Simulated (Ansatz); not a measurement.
# C (Fd-3m) in Ansatz: a series of runs

Aim: see how the results for C move with the level of theory and the settings. Levels: HSE06, PBE. Tasks: relaxation of cell and atoms, single point.

Program: Ansatz 0.2.0. These are calculated values, not measurements. Logs are shortened: lines on timing, memory, paths and dates and some standing lists are left out, and cuts for length are marked.

**1. The crystal as given**

It takes space group Fd-3m (No. 227, cubic). Conventional cell: a = 3.567 Å, b = 3.567 Å, c = 3.567 Å, α = 90.00°, β = 90.00°, γ = 90.00°. C (site symmetry -43m) is surrounded by 4 C at 1.54 Å.

This isn't the form of C at room conditions, which is graphite.

**2. Relaxation of cell and atoms, HSE06**

input.yaml reads:

```yaml
crystal:
  lattice:
    - [0.0, 1.78337, 1.78337]
    - [1.78337, 0.0, 1.78337]
    - [1.78337, 1.78337, 0.0]
  atoms:
    - { symbol: C, position: [0.75, 0.75, 0.75] }
    - { symbol: C, position: [0.5, 0.5, 0.5] }
hamiltonian:
  xc: hse06
  pseudopotentials: { kind: paw }
kpoints:
  mp_grid: { grid: [7, 7, 7] }
scf:
  occupations: { method: fermi_dirac, width: 0.05 }
output:
  forces: true
  stress: true
relax:
  f_tol: 0.01
  max_steps: 40
  cell: { stress_tol: 0.05 }
```

Potentials or basis: Ansatz PAW.

The run is started by

```console
> ansatz run input.yaml --threads 2 --pin off --max-ram 5632MiB --backend cpu --events-out ev --progress --plain --runs-dir out
```

Output:

```text
Warning: RAYON_NUM_THREADS=2 ignored (pool sized by the plan → 2); use --threads N
Engine: ansatz 0.2.0, x86_64-unknown-linux-gnu
Pseudopotentials: kind: paw
Pseudopotential: C, paw, valence charge 4, recommended cutoff 420 eV (normal), C.paw.azcp
Functional definition: HSE06
  parameter a = 0.25
  parameter omega = 0.11/bohr
  exchange = pbe_x - a*pbe_x_sr(omega) + a*exact_x_sr(omega)
  correlation = pbe_c
Crystal: 2 atoms, lattice volume = 11.344 Å³
Basis set: ecut = 420 eV, 229 PW (Γ), exchange–correlation on 36×36×36 points (8 copies of the dense FFT grid, shifted against one another)
Bands: 8, of which v1, the nominal top of the filled ones, is band 4 counted from 1 (3 counted from 0)
Symmetry: 48 space group operations
Space group: Fd-3m (ITA 227), of the structure as read, at distance tolerance 2.2e-5 Å
k-points: 20 of 343
Non-local potential: C, projectors of the file, l = 0: 2, l = 1: 2, l = 2: 1
PAW form: soft (Blöchl's): semilocal exchange-correlation on the pseudo side does not see the compensation charge
PAW frozen core: C, regenerated for the run's functional, and the local potential with it (the file was generated under x = pbe(κ = 0.804, μ = 0.2195149727645171), c = pbe(β = 0.06672455060314922))
PAW one-centre angular grid: C, 110 points (default); XC on 64 Gauss nodes
Initial density: superposition of atomic densities (neutral atoms: chi_scale 0, normalization atom), corrected by the library's trained network
Initial wavefunctions: pseudopotential atomic-orbital guess
Functional: x = pbe(κ = 0.804, μ = 0.2195149727645171), c = pbe(β = 0.06672455060314922), warm-up for x = pbe(κ = 0.804, μ = 0.2195149727645171) + 0.25 (exact − pbe) at short range (hse, ω = 0.20786987370883472 Å⁻¹), c = pbe(β = 0.06672455060314922); HSE06 as pw.x's `hse` composes it (authors' and Libxc's form: `xc: wpbeh`)
SCF iter   1: F=—  HF=-501.612788 eV  |F-HF|=—  |Δ(HF+E_count)|=         —  Δρ=1.71e-3  dr2=9.11e-5  ethr=1.77e-3  ⟨swp⟩=2.0  Hψ=1004  notcnv=0
preconditioner: auto → none  [insulator: Δε(μ)=4.277 eV  Ē_g=19.629 eV  σ=0.050 eV  W_gap=1.00  n_scr=0 (ndim 8)  ℏωp=31.2 eV  f_vac=0.000  D(μ)=0.00/eV (n_scr^D=0)]
SCF iter   2: F=-501.612974 eV  HF=-501.612924 eV  |F-HF|=4.99e-5  |Δ(HF+E_count)|=   1.36e-4  Δρ=8.33e-4  dr2=1.77e-5  ethr=1.14e-6  ⟨swp⟩=2.1  Hψ=242  notcnv=0
SCF 1 stopped early in 2 iterations: F = -501.612974 eV  dr2 = 1.77e-5
Initial density: handed on by an earlier stage of this run
Initial wavefunctions: those handed on with the density
Functional: x = pbe(κ = 0.804, μ = 0.2195149727645171) + 0.25 (exact − pbe) at short range (hse, ω = 0.20786987370883472 Å⁻¹), c = pbe(β = 0.06672455060314922); HSE06 as pw.x's `hse` composes it (authors' and Libxc's form: `xc: wpbeh`)
Exchange kernel: α = 0.2500, screened, ω = 0.2079 Å⁻¹, Wigner–Seitz truncation, v(0) = 1037.5513 eV·Å³, q-mesh 7×7×7, nearest image of the exchange supercell L = 17.65 Å, pair-density grid 12×12×12, without the augmentation charges, whose exchange is taken in its separable form by FFT convolution over the k-point mesh (sized by the pseudopotential files, 15×15×15 at the most), smooth part of the exact exchange by density-matrix convolution
Frozen-core exchange: fock
SCF iter   1: F=—  HF=-501.760759 eV  |F-HF|=—  |Δ(HF+E_count)|=         —  Δρ=9.96e-3  dr2=4.63e-3  ethr=2.22e-6  ⟨swp⟩=5.5  Hψ=743  notcnv=0
preconditioner: auto → none  [insulator: Δε(μ)=5.349 eV  Ē_g=22.194 eV  σ=0.050 eV  W_gap=1.00  n_scr=0 (ndim 8)  ℏωp=31.2 eV  f_vac=0.000  D(μ)=0.00/eV (n_scr^D=0)]
SCF iter   2: F=—  HF=-501.758956 eV  |F-HF|=—  |Δ(HF+E_count)|=   1.80e-3  Δρ=4.23e-3  dr2=7.45e-4  ethr=2.22e-6  ⟨swp⟩=3.0  Hψ=375  notcnv=0
SCF iter   3: F=—  HF=-501.760472 eV  |F-HF|=—  |Δ(HF+E_count)|=   1.52e-3  Δρ=8.90e-4  dr2=2.67e-5  ethr=2.22e-6  ⟨swp⟩=3.0  Hψ=339  notcnv=0
iter 4 solved again at ethr=9.43e-9 eV; its pass at ethr=3.10e-7 eV (dr2=7.54e-7 eV) is discarded
SCF iter   4: F=—  HF=-501.760463 eV  |F-HF|=—  |Δ(HF+E_count)|=   9.80e-6  Δρ=1.48e-4  dr2=2.05e-6  ethr=9.43e-9  ⟨swp⟩=2.0  Hψ=483  notcnv=0
SCF iter   5: F=-501.760475 eV  HF=-501.760475 eV  |F-HF|=1.99e-7  |Δ(HF+E_count)|=   1.27e-5  Δρ=7.19e-5  dr2=3.71e-7  ethr=9.29e-9  ⟨swp⟩=3.0  Hψ=321  notcnv=0
SCF 2 stopped early in 5 iterations: F = -501.760475 eV  dr2 = 3.71e-7
hybrid outer 1: dexx = +2.006e-3 eV, tail = 9.72e-6 eV
Exchange kernel: α = 0.2500, screened, ω = 0.2079 Å⁻¹, Wigner–Seitz truncation, v(0) = 1037.5513 eV·Å³, q-mesh 7×7×7, nearest image of the exchange supercell L = 17.65 Å, pair-density grid 12×12×12, without the augmentation charges, whose exchange is taken in its separable form by FFT convolution over the k-point mesh (sized by the pseudopotential files, 15×15×15 at the most), smooth part of the exact exchange by density-matrix convolution
Frozen-core exchange: fock
SCF iter   1: F=—  HF=-501.760521 eV  |F-HF|=—  |Δ(HF+E_count)|=         —  Δρ=7.74e-5  dr2=3.44e-7  ethr=6.08e-7  ⟨swp⟩=4.0  Hψ=457  notcnv=0
preconditioner: auto → none  [insulator: Δε(μ)=5.410 eV  Ē_g=22.199 eV  σ=0.050 eV  W_gap=1.00  n_scr=0 (ndim 8)  ℏωp=31.2 eV  f_vac=0.000  D(μ)=0.00/eV (n_scr^D=0)]
SCF iter   2: F=—  HF=-501.760520 eV  |F-HF|=—  |Δ(HF+E_count)|=   9.50e-8  Δρ=1.52e-5  dr2=1.24e-8  ethr=3.50e-9  ⟨swp⟩=3.0  Hψ=303  notcnv=0
SCF iter   3: F=—  HF=-501.760521 eV  |F-HF|=—  |Δ(HF+E_count)|=   9.26e-8  Δρ=7.75e-6  dr2=4.18e-9  ethr=4.47e-11  ⟨swp⟩=3.6  Hψ=338  notcnv=0
SCF iter   4: F=-501.760521 eV  HF=-501.760521 eV  |F-HF|=4.55e-13  |Δ(HF+E_count)|=   2.06e-9  Δρ=3.57e-7  dr2=9.33e-11  ethr=4.47e-11  ⟨swp⟩=3.0  Hψ=302  notcnv=0
SCF 3 stopped early in 4 iterations: F = -501.760521 eV  dr2 = 9.33e-11
hybrid outer 2: dexx = +1.582e-7 eV, tail = 4.23e-9 eV, Δε = 2.28e-3 eV (about 4.80e-5 eV left of the loop's levels)
[... 135 lines left out ...]
Frozen-core exchange: fock
[... 11 lines left out ...]
preconditioner: auto → none  [insulator: Δε(μ)=6.085 eV  Ē_g=23.126 eV  σ=0.050 eV  W_gap=1.00  n_scr=0 (ndim 8)  ℏωp=31.5 eV  f_vac=0.000  D(μ)=0.00/eV (n_scr^D=0)]
SCF iter   2: F=—  HF=-501.765668 eV  |F-HF|=—  |Δ(HF+E_count)|=   5.65e-9  Δρ=1.16e-5  dr2=2.82e-9  ethr=1.12e-10  ⟨swp⟩=2.0  Hψ=240  notcnv=0
iter 3 solved again at ethr=1.00e-12 eV; its pass at ethr=2.41e-11 eV (dr2=5.93e-12 eV) is discarded
SCF iter   3: F=—  HF=-501.765668 eV  |F-HF|=—  |Δ(HF+E_count)|=   2.29e-9  Δρ=6.46e-7  dr2=1.86e-10  ethr=1.00e-12  ⟨swp⟩=2.0  Hψ=480  notcnv=0
SCF iter   4: F=—  HF=-501.765668 eV  |F-HF|=—  |Δ(HF+E_count)|=   4.66e-9  Δρ=6.23e-7  dr2=2.79e-11  ethr=1.00e-12  ⟨swp⟩=4.0  Hψ=470  notcnv=0
SCF iter   5: F=-501.765668 eV  HF=-501.765668 eV  |F-HF|=2.27e-13  |Δ(HF+E_count)|=  1.46e-11  Δρ=3.43e-8  dr2=3.18e-13  ethr=1.00e-12  ⟨swp⟩=2.0  Hψ=240  notcnv=0
SCF 17 converged in 5 iterations: F = -501.765668 eV  dr2 = 3.18e-13
hybrid outer 1: dexx = +5.382e-9 eV, tail = 1.54e-11 eV
Exchange kernel: α = 0.2500, screened, ω = 0.2079 Å⁻¹, Wigner–Seitz truncation, v(0) = 1037.0694 eV·Å³, q-mesh 7×7×7, nearest image of the exchange supercell L = 17.55 Å, pair-density grid 12×12×12, without the augmentation charges, whose exchange is taken in its separable form by FFT convolution over the k-point mesh (sized by the pseudopotential files, 15×15×15 at the most), smooth part of the exact exchange by density-matrix convolution
Frozen-core exchange: fock
SCF iter   1: F=—  HF=-501.765668 eV  |F-HF|=—  |Δ(HF+E_count)|=         —  Δρ=1.53e-7  dr2=9.77e-13  ethr=2.50e-12  ⟨swp⟩=8.5  Hψ=696  notcnv=0
SCF iter   2: F=-501.765668 eV  HF=-501.765668 eV  |F-HF|=1.14e-13  |Δ(HF+E_count)|=  3.41e-13  Δρ=4.07e-8  dr2=4.53e-14  ethr=1.00e-12  ⟨swp⟩=2.0  Hψ=240  notcnv=0
SCF 18 converged in 2 iterations: F = -501.765668 eV  dr2 = 4.53e-14
  Residual-converged pass: ⟨swp⟩=3.0  Hψ=320  notcnv=0  max |occ|·‖R‖ = 9.2e-9 eV (tolerance 1.0e-8 eV)  dr2=4.89e-14  dr2_onsite=1.36e-15  max |Δocc| = 0.0e0
hybrid outer 2: dexx = +2.416e-13 eV, tail = 9.81e-14 eV, Δε = 1.23e-6 eV (about 9.33e-8 eV left of the loop's levels)
relax step   7: F+E_penalty+E_count = -501.76566801 eV  Δ(F+E_penalty+E_count) = +1.741e-4 eV  max|allowed force component| = 1.064e-16 eV/Å  Δτ_max = 0.0000 Å  P = -0.015 GPa  Ω = 11.142 Å³  stress off target by 1.47e-2 GPa  SCF on the basis re-selected at this cell (its energy is not comparable with the rows above)  (7 SCF iters)
basis re-selected at this cell: Δ(F+E_penalty+E_count) = +1.741e-4 eV, ΔP = -0.014 GPa vs the last step (what re-selecting the basis moved, of the pressure what is left beyond the Pulay correction that the steps carried, after the strain that the cell walked since its last selection, with what the two solves' SCF thresholds leave and, on support functions, any second-order correction that the steps lacked; it is no measure of the basis error at this ecutwfc). This SCF's stress stands 1.47e-2 GPa from its target on what of the cell is left free (relax.cell.stress_tol is 5.00e-2 GPa) and its largest allowed force component is 1.06e-16 eV/Å (relax.f_tol is 1.00e-2 eV/Å): within both
hybrid SCF converged: 2 outer / 7 inner (+0 warm-up), last move |dexx| = 2.42e-13 eV, tail = 9.81e-14 eV
Stability not checked: this state was not tested for a lower state beside it, because the functional holds exact exchange (a hybrid, or Hartree-Fock), whose exchange loop this test does not read (fock_operator; see scf.lower_state_search)
Free energy (F): -501.765668 eV
Frozen-core exchange: fock
Harris-Foulkes:  -501.765668 eV  (|F-HF|=1.14e-13)
Internal energy: -501.765668 eV  (E = F + TS)
E sigma→0 (E₀):  -501.765668 eV
Fermi energy:    15.723655 eV
--- Per-component energies (eV) ---
  E_band       = 24.479416
  E_kinetic    = 185.292190
  E_local      = -119.385995  (includes V_loc(G=0)·N_el)
  E_nonlocal   = 52.461799
  E_hartree    = 26.222077
  E_xc         = -79.169543
  E_vxc        = -97.293958  (∫ρ·V_xc dr)
  E_exx        = -18.398494  (= α·E_x^exact, valence–valence)
  E_paw        = -198.702877  (= ΣΔE_a)
  E_vpaw       = -12.241804  (= ΣTr[D̂ρ^β])
  E_aug_tail   = 0.000015  (compensation charges beyond the density's cutoff)
  E_ewald      = -350.050404
  E_core_change = -0.034436  (= ΣΔE_core)
  E_smearing   = -0.000000  (= −TS)
  E_closure    = -0.000000  (closes the sum)
  Σ components = -501.765668   (vs F -501.765668, Δ=0.00e0)
--- Forces (eV/Å), atoms counted from 1 ---
  atom   1  C      0.00000000     0.00000000     0.00000000
  atom   2  C     -0.00000000    -0.00000000    -0.00000000
  max |Σ_I F_I| component: 9.25e-17 eV/Å
--- Stress (GPa, compression-positive) ---
       -0.014659      -0.000000      -0.000000
       -0.000000      -0.014659      -0.000000
       -0.000000      -0.000000      -0.014659
  P = ⅓ Tr σ = -0.0147 GPa (-0.147 kbar)
--- Band table (eV; the first three rows and the last of 20) ---
  k-point 0: bands = ["-10.7636", "13.0193", "13.0193", "13.0193", "20.0532", "20.0532"]
  k-point 1: bands = ["-10.1462", "9.7529", "12.1400", "12.1400", "21.2165", "21.2165"]
  k-point 2: bands = ["-8.3188", "4.3660", "10.7909", "10.7909", "22.7346", "22.7346"]
  k-point 19: bands = ["-1.4731", "0.3830", "2.9120", "5.7242", "22.6472", "26.5689"]
  guard bands above this table: 2 of the run's 8 bands. The solve was not asked for them (output.publish_guard_bands: true or output.eigenvalues: true publishes all)
--- Relaxed structure (5 steps of the walk, 5 accepted, 2 SCFs on fresh bases) ---
  F+E_penalty+E_count = -501.76566801 eV   max|allowed force component| = 1.064e-16 eV/Å   (the final SCF, on the basis selected at the relaxed cell)
  cell:  # Å, volume = 11.1418 Å³
    - [-5.477503131389534e-34, 1.7727271562020803, 1.7727271562020803]
    - [1.7727271562020803, 5.105105891665082e-35, 1.7727271562020803]
    - [1.7727271562020803, 1.7727271562020803, 1.283794906725638e-35]
  atoms:
    - { symbol: C, position: [0.7500000000000001, 0.7500000000000001, 0.7500000000000001] }
    - { symbol: C, position: [0.5000000000000001, 0.5000000000000001, 0.5000000000000001] }
```

Run time: 41 s. Hardware: 2 threads of Intel Xeon at 2.70GHz, shared host; peak memory 0.5 GiB.

What came out:

* Free energy: -501.7657 eV
* Relaxed volume: 5.57 Å³/atom
* Relaxed cell: a = 2.507 Å, b = 2.507 Å, c = 2.507 Å, α = 60.00°, β = 60.00°, γ = 60.00°
* Space group after relaxing (to 0.05 Å): Fd-3m (No. 227)
* Energy gained by relaxing: 2.6 meV/atom
* Ionic steps: 7
* Pressure after relaxing: 0.0 GPa
* Band gap on the k mesh: 5.45 eV, indirect (least direct gap 7.03 eV)

Step by step:
| step | energy change (eV) | largest force (eV/Å) | volume (Å³) |
| --- | --- | --- | --- |
| 1 | 0.0000 | 0.0000 | 11.34 |
| 2 | -0.0051 | 0.0000 | 11.22 |
| 3 | -0.0061 | 0.0000 | 11.14 |
| 4 | -0.0061 | 0.0000 | 11.15 |
| 5 | -0.0053 | 0.0000 | 11.15 |
| 6 | -0.0053 | 0.0000 | 11.14 |
| 7 | -0.0051 | 0.0000 | 11.14 |

Final structure:
```xyz
2
Lattice="0.0000 1.7727 1.7727 1.7727 0.0000 1.7727 1.7727 1.7727 0.0000" Properties=species:S:1:pos:R:3 pbc="T T T"
C     2.6591    2.6591    2.6591
C     1.7727    1.7727    1.7727
```

Levels at points of the mesh, in eV from the valence-band top:
```csv
k point,band 1,band 2,band 3,band 4,band 5,band 6
"(0.00, 0.00, 0.00)",-23.78,0.00,0.00,0.00,7.03,7.03
```

Caveat: the k mesh is coarse (spacing up to 0.44 Å⁻¹), so the values aren't converged, least of all with exact exchange; odd divisions of the mesh miss points on the zone boundary, where band edges often lie, so the gap on the mesh can be too wide; the plane-wave basis is chosen anew once the cell has moved, so the energies of steps on either side of that aren't comparable; the pressure holds a Pulay correction of +0.8 GPa for the finite cutoff; the PAW data sets come from PBE, with cores solved anew for the run's functional, which leaves a small shift of forces and pressure. A k mesh can miss the band edges.

**3. Single point, PBE**

input.yaml reads:

```yaml
crystal:
  lattice:
    - [0.0, 1.78337, 1.78337]
    - [1.78337, 0.0, 1.78337]
    - [1.78337, 1.78337, 0.0]
  atoms:
    - { symbol: C, position: [0.75, 0.75, 0.75] }
    - { symbol: C, position: [0.5, 0.5, 0.5] }
hamiltonian:
  xc: pbe
  pseudopotentials: { kind: paw }
kpoints:
  mp_grid: { grid: [13, 13, 13] }
scf:
  occupations: { method: gaussian, width: 0.017 }
output:
  forces: true
  stress: true
  eigenvalues: true
```

Potentials or basis: Ansatz PAW.

The run is started by

```console
> ansatz run input.yaml --threads 2 --pin off --max-ram 5632MiB --backend cpu --events-out ev --progress --plain --runs-dir out
```

Output:

```text
Warning: RAYON_NUM_THREADS=2 ignored (pool sized by the plan → 2); use --threads N
Engine: ansatz 0.2.0, x86_64-unknown-linux-gnu
Pseudopotentials: kind: paw
Pseudopotential: C, paw, valence charge 4, recommended cutoff 420 eV (normal), C.paw.azcp
Functional definition: PBE
  parameter kappa = 0.804
  parameter beta = 0.06672455060314922
  exchange = pbe_x(kappa = kappa, mu = beta*pi^2/3)
  correlation = pbe_c(beta = beta)
Crystal: 2 atoms, lattice volume = 11.344 Å³
Basis set: ecut = 420 eV, 229 PW (Γ), exchange–correlation on 36×36×36 points (8 copies of the dense FFT grid, shifted against one another)
Bands: 8, of which v1, the nominal top of the filled ones, is band 4 counted from 1 (3 counted from 0)
Symmetry: 48 space group operations
Space group: Fd-3m (ITA 227), of the structure as read, at distance tolerance 2.2e-5 Å
k-points: 84 of 2197
Non-local potential: C, projectors of the file, l = 0: 2, l = 1: 2, l = 2: 1
PAW form: soft (Blöchl's): semilocal exchange-correlation on the pseudo side does not see the compensation charge
PAW one-centre angular grid: C, 110 points (default); XC on 64 Gauss nodes
Initial density: superposition of atomic densities (neutral atoms: chi_scale 0, normalization atom), corrected by the library's trained network
Initial wavefunctions: pseudopotential atomic-orbital guess
Functional: x = pbe(κ = 0.804, μ = 0.2195149727645171), c = pbe(β = 0.06672455060314922)
SCF iter   1: F=—  HF=-501.615328 eV  |F-HF|=—  |Δ(HF+E_count)|=         —  Δρ=1.76e-3  dr2=9.21e-5  ethr=1.77e-3  ⟨swp⟩=5.3  Hψ=4431  notcnv=0
preconditioner: auto → none  [insulator: Δε(μ)=4.159 eV  Ē_g=19.632 eV  σ=0.017 eV  W_gap=1.00  n_scr=0 (ndim 8)  ℏωp=31.2 eV  f_vac=0.000  D(μ)=0.00/eV (n_scr^D=0)  ε∞_Penn≈3.5]
SCF iter   2: F=—  HF=-501.615446 eV  |F-HF|=—  |Δ(HF+E_count)|=   1.19e-4  Δρ=9.02e-4  dr2=2.48e-5  ethr=1.15e-6  ⟨swp⟩=2.1  Hψ=1700  notcnv=0
SCF iter   3: F=—  HF=-501.615499 eV  |F-HF|=—  |Δ(HF+E_count)|=   5.23e-5  Δρ=1.30e-4  dr2=1.21e-6  ethr=3.10e-7  ⟨swp⟩=2.1  Hψ=1017  notcnv=0
SCF iter   4: F=—  HF=-501.615498 eV  |F-HF|=—  |Δ(HF+E_count)|=   4.02e-7  Δρ=5.92e-5  dr2=2.14e-7  ethr=1.51e-8  ⟨swp⟩=1.1  Hψ=701  notcnv=0
iter 5 did not close the SCF: its close was put off for the readings that it lacked (scf_convergence_deferred on its scf_iter line)
SCF iter   5: F=-501.615498 eV  HF=-501.615498 eV  |F-HF|=2.75e-11  |Δ(HF+E_count)|=   1.30e-8  Δρ=4.03e-6  dr2=7.52e-10  ethr=2.67e-9  ⟨swp⟩=2.4  Hψ=1001  notcnv=0
SCF iter   6: F=-501.615498 eV  HF=-501.615498 eV  |F-HF|=9.15e-12  |Δ(HF+E_count)|=  1.80e-10  Δρ=3.95e-7  dr2=4.86e-12  ethr=9.40e-12  ⟨swp⟩=1.4  Hψ=2031  notcnv=0
SCF 1 converged in 6 iterations: F = -501.615498 eV  dr2 = 4.86e-12
SCF converged after 6 iterations
Free energy (F): -501.615498 eV
Harris-Foulkes:  -501.615498 eV  (|F-HF|=9.15e-12)
Internal energy: -501.615498 eV  (E = F + TS)
E sigma→0 (E₀):  -501.615498 eV
Fermi energy:    15.391345 eV
--- Per-component energies (eV) ---
  E_band       = 34.706523
  E_kinetic    = 184.535780
  E_local      = -122.399870  (includes V_loc(G=0)·N_el)
  E_nonlocal   = 53.316456
  E_hartree    = 26.768433
  E_xc         = -97.431438
  E_vxc        = -120.957160  (∫ρ·V_xc dr)
  E_paw        = -198.443513  (= ΣΔE_a)
  E_vpaw       = -13.325561  (= ΣTr[D̂ρ^β])
  E_aug_tail   = 0.000018  (compensation charges beyond the density's cutoff)
  E_ewald      = -347.961363
  E_smearing   = -0.000000  (= −TS)
  E_closure    = -0.000000  (closes the sum)
  Σ components = -501.615498   (vs F -501.615498, Δ=0.00e0)
--- Forces (eV/Å), atoms counted from 1 ---
  atom   1  C      0.00000000    -0.00000000    -0.00000000
  atom   2  C      0.00000000    -0.00000000     0.00000000
  max |Σ_I F_I| component: 6.94e-17 eV/Å
--- Stress (GPa, compression-positive) ---
        1.776106       0.000000       0.000000
        0.000000       1.776106      -0.000000
        0.000000       0.000000       1.776106
  P = ⅓ Tr σ = 1.7761 GPa (17.761 kbar)
--- Band table (eV; the first three rows and the last of 84) ---
  k-point 0: bands = ["-8.1626", "13.3165", "13.3165", "13.3165", "18.9104", "18.9104", "18.9104", "26.5945"]
  k-point 1: bands = ["-7.9988", "12.2497", "13.0366", "13.0366", "19.2753", "19.2753", "19.5390", "26.7366"]
  k-point 2: bands = ["-7.5090", "9.9811", "12.4063", "12.4063", "20.1018", "20.1018", "20.5594", "27.1504"]
  k-point 83: bands = ["0.5349", "1.9840", "4.6652", "5.6449", "23.5143", "23.5954", "25.3910", "26.6940"]
```

Wall time 0.83 s (2 threads of Intel Xeon at 2.70GHz, shared host); peak memory 0.27 GiB.

What came out:

```yaml
Free_energy: -501.6155 eV
Pressure: 1.8 GPa
Band_gap_on_the_k_mesh: 4.15 eV, indirect (least direct gap 5.59 eV)
```

Levels at points of the mesh, in eV from the valence-band top:
| k point | band 1 | band 2 | band 3 | band 4 | band 5 | band 6 | band 7 | band 8 |
| --- | --- | --- | --- | --- | --- | --- | --- | --- |
| (0.00, 0.00, 0.00) | -21.48 | 0.00 | 0.00 | 0.00 | 5.59 | 5.59 | 5.59 | 13.28 |

Caveat: odd divisions of the mesh miss points on the zone boundary, where band edges often lie, so the gap on the mesh can be too wide; the pressure holds a Pulay correction of +1.0 GPa for the finite cutoff.
